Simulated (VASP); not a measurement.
# TiTe2 in VASP: a series of runs

The runs below take TiTe2 through single point, with PBE.

Program: VASP 6.6.1. These are calculated values, not measurements. Logs are shortened: lines on timing, memory, paths and dates and some standing lists are left out, and cuts for length are marked.

### Step 1. The structure

The cell holds a slab with vacuum, 12 atoms: a = 3.777 Å, b = 6.498 Å, c = 23.994 Å, α = 90.00°, β = 90.00°, γ = 90.00°.

### Step 2. Single point, PBE

Input file INCAR:

```
PREC = Accurate
ENCUT = 280
EDIFF = 1E-7
ISMEAR = 0
SIGMA = 0.05
LREAL = F
LASPH = T
NELM = 120
ALGO = Normal
ISIF = 2
LWAVE = F
LCHARG = F
LDIPOL = T
IDIPOL = 3
DIPOL = 0.5 0.5 0.500
GGA = PE
NBANDS = 68
LVHAR = T
LVACPOTAV = T
```

Input file KPOINTS:

```
regular mesh
0
Gamma
  3 2 1
```

Input file POSCAR:

```
TiTe2
1.0
    3.7770008876      0.0000000000      0.0000000000
    0.0000000000      6.4980000000      0.0000000000
    0.0000000000      0.0000000000     23.9935886353
Te Ti
8 4
Direct
    0.0000000000      0.7372000000      0.2500668029
    0.0000000000      0.2628000000      0.3409516018
    0.5000000000      0.7372000000      0.3863940013
    0.4999999999      0.2628000000      0.4772788003
    0.0000000000      0.7372000000      0.5227211997
    0.0000000000      0.2628000000      0.6136059987
    0.5000000000      0.7372000000      0.6590483982
    0.4999999999      0.2628000000      0.7499331971
    0.5000000000      0.0000000000      0.2955092024
    0.0000000000      0.0000000000      0.4318364008
    0.5000000000      0.0000000000      0.5681635992
    0.0000000000      0.0000000000      0.7044907976
```

Potentials or basis: VASP PAW PBE potentials, release 64 (Te, Ti_sv).

On the command line:

```bash
> cat potpaw_PBE.64/Te/POTCAR potpaw_PBE.64/Ti_sv/POTCAR > POTCAR
> mpirun -np 1 vasp_std > vasp.out
```

OUTCAR:

```text
PREC = Accurate
   ENCUT = 280
   EDIFF = 1E-7
   ISMEAR = 0
   LREAL = F
   LASPH = T
   NELM = 120
   ISIF = 2
   GGA = PE

 Found      4 irreducible k-points:

 Following reciprocal coordinates:
            Coordinates               Weight
  0.000000  0.000000  0.000000      1.000000
  0.333333  0.000000  0.000000      2.000000
  0.000000  0.500000  0.000000      1.000000
  0.333333  0.500000  0.000000      2.000000
   k-points           NKPTS =      4   k-points in BZ     NKDIM =      4   number of bands    NBANDS=     68
   number of dos      NEDOS =    301   number of ions     NIONS =     12
   total plane-waves  NPLWV = 120960
   dimension x,y,z NGX =    24 NGY =   36 NGZ =  140
   dimension x,y,z NGXF=    48 NGYF=   72 NGZF=  280
   ions per type =               8   4
   NGX,Y,Z   is equivalent  to a cutoff of  10.56,  9.21,  9.70 a.u.
   NGXF,Y,Z  is equivalent  to a cutoff of  21.13, 18.42, 19.40 a.u.
 SYSTEM =  unknown system
   PREC   = accura    normal or accurate (medium, high low for compatibility)
   ISTART =      0    job   : 0-new  1-cont  2-samecut
   ICHARG =      2    charge: 1-file 2-atom 10-const
   ISPIN  =      1    spin polarized calculation?
   LNONCOLLINEAR =      F non collinear calculations
   LSORBIT =      F    spin-orbit coupling
   LASPH  =      T    aspherical Exc in radial PAW
   ENCUT  =  280.0 eV  20.58 Ry    4.54 a.u.   5.15  8.87 32.74*2*pi/ulx,y,z
   NELM   =    120;   NELMIN=  2; NELMDL= -5     # of ELM steps
   EDIFF  = 0.1E-06   stopping-criterion for ELM
   LREAL  =      F    real-space projection
   EDIFFG = 0.1E-05   stopping-criterion for IOM
   NSW    =      0    number of steps for IOM
   IBRION =     -1    ionic relax: 0-MD 1-quasi-New 2-CG
   NFREE  =      0    steps in history (QN), initial steepest desc. (CG)
   ISIF   =      2    stress and relaxation
   ISYM   =      2    0-nonsym 1-usesym 2-fastsym
   POTIM  = 0.5000    time-step for ionic-motion
   TEBEG  =    0.0;   TEEND  =   0.0 temperature during run
   PSTRESS=    0.0 pullay stress
   NELECT =      96.0000    total number of electrons
   NUPDOWN=      -1.0000    fix difference up-down
   EMIN   =  10.00;   EMAX   =-10.00  energy-range for DOS
   EFERMI =   0.00;   METHOD = LEGACY
   ISMEAR =     0;   SIGMA  =   0.05  broadening in eV -4-tet -1-fermi 0-gaus
   EFERMI_NEDOS =   21; number of points for ismear=-14 and -15
   IALGO  =     38    algorithm
   IMIX   =      4    mixing-type and parameters
     AMIX     =   0.40;   BMIX     =  1.00
     AMIX_MAG =   1.60;   BMIX_MAG =  1.00
  volume/ion in A,a.u.               =      49.07       331.16
  Fermi-wavevector in a.u.,A,eV,Ry     =   0.894316  1.690013 10.881967  0.799802
  Thomas-Fermi vector in A             =   2.016506
   LORBIT       =      0    0 simple, 1 ext, 2 COOP (PROOUT), +10 PAW based schemes
   GGA     = PE    functional components
   LHFCALC =     F    Hartree Fock is set to
   AEXX    =    0.0000 exact exchange contribution
   IVDW    =     0    specifies the selected vdW correction
   LEPSILON=     F    determine dielectric tensor
   LRPA    =     F    only Hartree local field effects (RPA)
 non-spin polarized calculation
 Gauss-broadening in eV      SIGMA  =   0.05
  energy-cutoff  :      280.00
  volume of cell :      588.87
 maximum number of plane-waves:      6299
 NGX is ok and might be reduce to    24
   NGX = 11   NGY = 17   NGZ = 65

 dipolmoment           0.000000      0.000000     -0.000000 electrons x Angstroem

 number of electron      96.0000005 magnetization

 dipolmoment           0.000000      0.000000      0.000000 electrons x Angstroem

 Free energy of the ion-electron system (eV)
  ---------------------------------------------------
  ext. energy  EPLUGINS =         0.00000000
  ---------------------------------------------------
  free energy    TOTEN  =       -62.68678764 eV

  energy without entropy =      -62.67485531  energy(sigma->0) =      -62.68082148

 E-fermi :   1.6797     XC(G=0):  -6.0608

 val. band max:        1.6686297215   @ k =   0.0000   0.5000   0.0000
 cond. band min:       1.6944978469   @ k =   0.0000   0.0000   0.0000
 fundamental gap:      0.0258681255
 Fermi energy:         1.6797160341

 k-point     1 :       0.0000    0.0000    0.0000
  band No.  band energies     occupation
      1     -56.0218      2.00000
      2     -56.0218      2.00000
      3     -55.8468      2.00000
      4     -55.8452      2.00000
      5     -32.4325      2.00000
      6     -32.4325      2.00000
[... 52 lines left out ...]
     59       2.8014      0.00000
     60       2.9680      0.00000

 k-point     2 :       0.3333    0.0000    0.0000
  band No.  band energies     occupation
      1     -56.0207      2.00000
      2     -56.0207      2.00000
      3     -55.8453      2.00000
      4     -55.8445      2.00000
      5     -32.4308      2.00000
      6     -32.4307      2.00000
[... 52 lines left out ...]
     59       2.9401      0.00000
     60       2.9580      0.00000

 k-point     3 :       0.0000    0.5000    0.0000
  band No.  band energies     occupation
      1     -56.0218      2.00000
      2     -56.0218      2.00000
      3     -55.8469      2.00000
      4     -55.8452      2.00000
      5     -32.4325      2.00000
      6     -32.4325      2.00000
[... 52 lines left out ...]
     59       2.8972      0.00000
     60       3.1492      0.00000

 k-point     4 :       0.3333    0.5000    0.0000
  band No.  band energies     occupation
      1     -56.0207      2.00000
      2     -56.0207      2.00000
      3     -55.8453      2.00000
      4     -55.8445      2.00000
      5     -32.4308      2.00000
      6     -32.4308      2.00000
[... 52 lines left out ...]
     59       2.9753      0.00000
     60       3.0845      0.00000
 [bands above 60 left out]

------------------------ aborting loop because EDIFF is reached ----------------------------------------

  FORCE on cell =-STRESS in cart. coord.  units (eV):
  Direction    XX          YY          ZZ          XY          YZ          ZX
  --------------------------------------------------------------------------------------
  -------------------------------------------------------------------------------------
  Total       -3.2476332     -1.1637822     -0.7584931      0.0000000      0.9269381      0.0000000
  in kB       -8.8359968     -3.1663601     -2.0636699      0.0000000      2.5219664      0.0000000
  external PRESSURE =      -4.6886756 kB  Pullay stress =       0.0000000 kB

 VOLUME and BASIS-vectors are now :
 -----------------------------------------------------------------------------
  energy-cutoff  :      280.00
  volume of cell :      588.87
      direct lattice vectors                 reciprocal lattice vectors
     3.777000888  0.000000000  0.000000000     0.264760330  0.000000000  0.000000000
     0.000000000  6.498000000  0.000000000     0.000000000  0.153893506  0.000000000
     0.000000000  0.000000000 23.993588635     0.000000000  0.000000000  0.041677800

 POSITION                                       TOTAL-FORCE (eV/Angst)
 -----------------------------------------------------------------------------------
      0.00000      4.79033      6.00000         0.000000      0.692471     -0.072881
      0.00000      1.70767      8.18065         0.000000      0.074313     -0.251777
      1.88850      4.79033      9.27098         0.000000      0.250390     -0.232263
      1.88850      1.70767     11.45163         0.000000      0.050559      0.204586
      0.00000      4.79033     12.54196         0.000000     -0.050559     -0.204586
      0.00000      1.70767     14.72261         0.000000     -0.250390      0.232263
      1.88850      4.79033     15.81294         0.000000     -0.074313      0.251777
      1.88850      1.70767     17.99359         0.000000     -0.692471      0.072881
      1.88850      0.00000      7.09033         0.000000     -1.106566      0.373417
      0.00000      0.00000     10.36130         0.000000     -0.110014      0.133835
      1.88850      0.00000     13.63228         0.000000      0.110014     -0.133835
      0.00000      0.00000     16.90326         0.000000      1.106566     -0.373417
 -----------------------------------------------------------------------------------
    total drift:                                0.000000     -0.000000      0.000000

  FREE ENERGIE OF THE ION-ELECTRON SYSTEM (eV)
  ---------------------------------------------------
  free  energy   TOTEN  =       -62.6867876441 eV

  energy  without entropy=      -62.6748553087  energy(sigma->0) =      -62.68082148

 vacuum level on the upper side and lower side of the slab         6.451         6.451
```

Wall time 2.1 min (1 thread of Intel Xeon Platinum 8488C (Sapphire Rapids), shared host); peak memory 0.35 GiB.

These settings aren't checked as converged: the numbers below hold their error.

Results:

| Item | Value |
| --- | --- |
| Free energy | -62.6868 eV |
| Largest force | 1.168 eV/Å |
| Band gap on the k mesh | none (metal or under the smearing width) |
| Work function of the upper face | 4.77 eV |
| Work function of the lower face | 4.77 eV |

Caveat: the k mesh is coarse (spacing up to 0.55 Å⁻¹), so the values aren't converged; the cutoff is under 1.25 times the usual one of these potentials, so pressure, stress and relaxed cells hold a basis-set (Pulay) error.

### Step 3. Single point, PBE

INCAR: that of step 2 with these lines changed.

```diff
@@ -1,3 +1,3 @@
 PREC = Accurate
-ENCUT = 280
+ENCUT = 460
 EDIFF = 1E-7
```

KPOINTS is that of step 2.

POSCAR is that of step 2.

Potentials or basis: VASP PAW PBE potentials, release 64 (Te, Ti_sv).

On the command line:

```bash
> cat potpaw_PBE.64/Te/POTCAR potpaw_PBE.64/Ti_sv/POTCAR > POTCAR
> mpirun -np 1 vasp_std > vasp.out
```

OUTCAR:

```text
PREC = Accurate
   ENCUT = 460
   EDIFF = 1E-7
   ISMEAR = 0
   LREAL = F
   LASPH = T
   NELM = 120
   ISIF = 2
   GGA = PE

 Found      4 irreducible k-points:

 Following reciprocal coordinates:
            Coordinates               Weight
  0.000000  0.000000  0.000000      1.000000
  0.333333  0.000000  0.000000      2.000000
  0.000000  0.500000  0.000000      1.000000
  0.333333  0.500000  0.000000      2.000000
   k-points           NKPTS =      4   k-points in BZ     NKDIM =      4   number of bands    NBANDS=     68
   number of dos      NEDOS =    301   number of ions     NIONS =     12
   total plane-waves  NPLWV = 225792
   dimension x,y,z NGX =    28 NGY =   48 NGZ =  168
   dimension x,y,z NGXF=    56 NGYF=   96 NGZF=  336
   ions per type =               8   4
   NGX,Y,Z   is equivalent  to a cutoff of  12.32, 12.28, 11.64 a.u.
   NGXF,Y,Z  is equivalent  to a cutoff of  24.65, 24.56, 23.28 a.u.
 SYSTEM =  unknown system
   PREC   = accura    normal or accurate (medium, high low for compatibility)
   ISTART =      0    job   : 0-new  1-cont  2-samecut
[... 320 lines left out ...]

------------------------ aborting loop because EDIFF is reached ----------------------------------------

  FORCE on cell =-STRESS in cart. coord.  units (eV):
  Direction    XX          YY          ZZ          XY          YZ          ZX
  --------------------------------------------------------------------------------------
  -------------------------------------------------------------------------------------
  Total       -2.9996043     -0.9791738     -0.5003740      0.0000000      0.9110516      0.0000000
  in kB       -8.1611723     -2.6640867     -1.3613923      0.0000000      2.4787433      0.0000000
  external PRESSURE =      -4.0622171 kB  Pullay stress =       0.0000000 kB

 VOLUME and BASIS-vectors are now :
 -----------------------------------------------------------------------------
  energy-cutoff  :      460.00
  volume of cell :      588.87
      direct lattice vectors                 reciprocal lattice vectors
     3.777000888  0.000000000  0.000000000     0.264760330  0.000000000  0.000000000
     0.000000000  6.498000000  0.000000000     0.000000000  0.153893506  0.000000000
     0.000000000  0.000000000 23.993588635     0.000000000  0.000000000  0.041677800

 POSITION                                       TOTAL-FORCE (eV/Angst)
 -----------------------------------------------------------------------------------
      0.00000      4.79033      6.00000         0.000000      0.702851     -0.066031
      0.00000      1.70767      8.18065         0.000000      0.061304     -0.251409
      1.88850      4.79033      9.27098         0.000000      0.264782     -0.232759
      1.88850      1.70767     11.45163         0.000000      0.036559      0.204820
      0.00000      4.79033     12.54196         0.000000     -0.036559     -0.204820
      0.00000      1.70767     14.72261         0.000000     -0.264782      0.232759
      1.88850      4.79033     15.81294         0.000000     -0.061304      0.251409
      1.88850      1.70767     17.99359         0.000000     -0.702851      0.066031
      1.88850      0.00000      7.09033         0.000000     -1.113928      0.377901
      0.00000      0.00000     10.36130         0.000000     -0.110070      0.133283
      1.88850      0.00000     13.63228         0.000000      0.110070     -0.133283
      0.00000      0.00000     16.90326         0.000000      1.113928     -0.377901
 -----------------------------------------------------------------------------------
    total drift:                                0.000000      0.000000      0.000000

  FREE ENERGIE OF THE ION-ELECTRON SYSTEM (eV)
  ---------------------------------------------------
  free  energy   TOTEN  =       -62.7049231340 eV

  energy  without entropy=      -62.6930251827  energy(sigma->0) =      -62.69897416

 vacuum level on the upper side and lower side of the slab         6.449         6.449
```

It took 4.3 min on 1 thread of Intel Xeon Platinum 8488C (Sapphire Rapids), shared host; peak memory 0.55 GiB.

The run converged, but some of its settings lie outside the range that counts as converged, so its numbers aren't taken as properties of the slab.

What came out:

* Free energy: -62.7049 eV
* Largest force: 1.176 eV/Å
* Band gap on the k mesh: none (metal or under the smearing width)
* Work function of the upper face: 4.77 eV
* Work function of the lower face: 4.77 eV

Caveat: the k mesh is coarse (spacing up to 0.55 Å⁻¹), so the values aren't converged.

[end of part 1 of 2]
